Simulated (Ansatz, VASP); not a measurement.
HfO2 in VASP and in Ansatz

File INCAR:

```
SYSTEM = HfO2
PREC     = Accurate       ! precision mode
ENCUT    = 520            ! plane-wave cutoff, eV
EDIFF    = 1E-7           ! SCF threshold, eV
ISMEAR   = 0              ! smearing method
SIGMA    = 0.02           ! smearing width, eV
LREAL    = .FALSE.        ! projectors in reciprocal space
LASPH    = .TRUE.         ! aspherical terms in the spheres
NELM     = 80             ! most SCF steps
ALGO     = Normal         ! electronic algorithm
ISIF     = 2              ! what is computed and relaxed
LWAVE    = .FALSE.        ! write WAVECAR
LCHARG   = .TRUE.         ! write CHGCAR
GGA      = PE             ! functional
LELF     = .TRUE.         ! ELF
LVHAR    = .TRUE.       
NBANDS   = 18             ! bands
```

The input KPOINTS:

```
regular mesh
0
G
  8 8 8
  0 0 0
```

The input POSCAR:

```
HfO2
1.0
    0.0000000000      2.5230584879      2.5230584879
    2.5230584879      0.0000000000      2.5230584879
    2.5230584879      2.5230584879      0.0000000000
Hf O
1 2
Direct
    0.0000000000      0.0000000000      0.0000000000
    0.2500000000      0.2500000000      0.2500000000
    0.7500000000      0.7500000000      0.7500000000
```

Input for Ansatz:

```yaml
crystal:
  lattice:
    - [0.0, 2.5230584883, 2.5230584883]
    - [2.5230584883, 0.0, 2.5230584883]
    - [2.5230584883, 2.5230584883, 0.0]
  atoms:
    - { symbol: Hf, position: [0.0, 0.0, 0.0] }
    - { symbol: O, position: [0.25, 0.25, 0.25] }
    - { symbol: O, position: [0.75, 0.75, 0.75] }
basis:
  ecutwfc: 420
kpoints:
  mp_grid: { grid: [8, 8, 8] }
hamiltonian:
  xc: pbe
scf:
  occupations: { method: gaussian, width: 0.02 }
output:
  forces: true
  stress: true
  eigenvalues: true
```

Alike in both runs: task single point; functional PBE; k mesh 8 × 8 × 8; occupations gaussian, width 0.02 eV; no spin polarisation.

|  | VASP | Ansatz |
| --- | --- | --- |
| version | VASP 6.6.1 | Ansatz 0.2.0 |
| potentials or method | VASP PAW PBE potentials, release 64 (Hf_pv, O) | scalar-relativistic, plane waves, PAW |
| plane-wave cutoff (eV) | 520 | 420 |
| valence electrons in the cell | 22 | 38 |

Ansatz gave:

- gap on the k mesh at the Fermi level (eV): 3.82
- least direct gap on the mesh (eV): 3.82
- pressure (GPa): 8.0

Q: Which values does VASP return?

A: gap on the k mesh at the Fermi level (eV): 3.84; least direct gap on the mesh (eV): 3.84; pressure (GPa): 4.1.

One of these differences is far larger than is usual between the two programs; its cause wasn't traced. The two sets of potentials don't hold the same shells in valence.

Caveats: spin-orbit coupling is left out, which moves the levels of the heavy elements. Expect the measured gap to be larger: semilocal functionals such as PBE lack the derivative discontinuity. A k mesh can miss the band edges.
